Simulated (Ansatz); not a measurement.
**InSb: a single-point run**

Wanted: a converged single-point run for InSb, and a check of what comes out. The structure is shown as the input types it. The cell is built on a prototype (CsCl type) and needn't be the phase found in nature.

Method: density functional or hybrid calculation with the settings of its input, plane waves (as first typed), in Ansatz 0.2.0.

7 further runs of the same task are left out: 5 for a known fault of the program, 2 that didn't finish.

## 1. The system as given

The structure is cubic, space group Pm-3m (No. 221). Conventional cell: a = 3.769 Å, b = 3.769 Å, c = 3.769 Å, α = 90.00°, β = 90.00°, γ = 90.00°. Around In (site symmetry m-3m) lie 8 Sb at 3.26 Å. Sb (site symmetry m-3m) has 8 In at 3.26 Å as nearest neighbours.

As a file:

```
CELL_PARAMETERS angstrom
3.76898 0.00000 0.00000
0.00000 3.76898 0.00000
0.00000 0.00000 3.76898
ATOMIC_POSITIONS crystal
In 0.00000 0.00000 0.00000
Sb 0.50000 0.50000 0.50000
```

## 2. The run

Contents of input.yaml:

```yaml
crystal:
  lattice:
    - [3.7689762345, 0.0, 0.0]
    - [0.0, 3.7689762345, 0.0]
    - [0.0, 0.0, 3.7689762345]
  atoms:
    - { symbol: In, position: [0.0, 0.0, 0.0] }
    - { symbol: Sb, position: [0.5, 0.5, 0.5] }
kpoints:
  mp_grid: { grid: [6, 6, 6] }
hamiltonian:
  xc: pbe
scf:
  occupations: { method: fermi_dirac, width: 0.02 }
  n_extra_bands: 4
  max_iter: 59
output:
  forces: true
  stress: true
  eigenvalues: true
basis:
  ecutwfc: 120
```

Started as:

```console
$ ansatz run input.yaml --threads 4 --pin off --max-ram 3686MiB --backend cpu --events-out ev --progress --plain --runs-dir out
```

Q: Will this input give a usable result? If not, why, and what should change?

The program finished normally, with warnings (cutoff below recommended). It gives a pressure of -59 GPa, which is large.

The suspect setting: basis.ecutwfc is 120. With so few plane waves the basis is incomplete by a wide margin. The potentials' recommended cutoff is 420 eV.

Run again and compare: delete basis.ecutwfc (the default then holds).
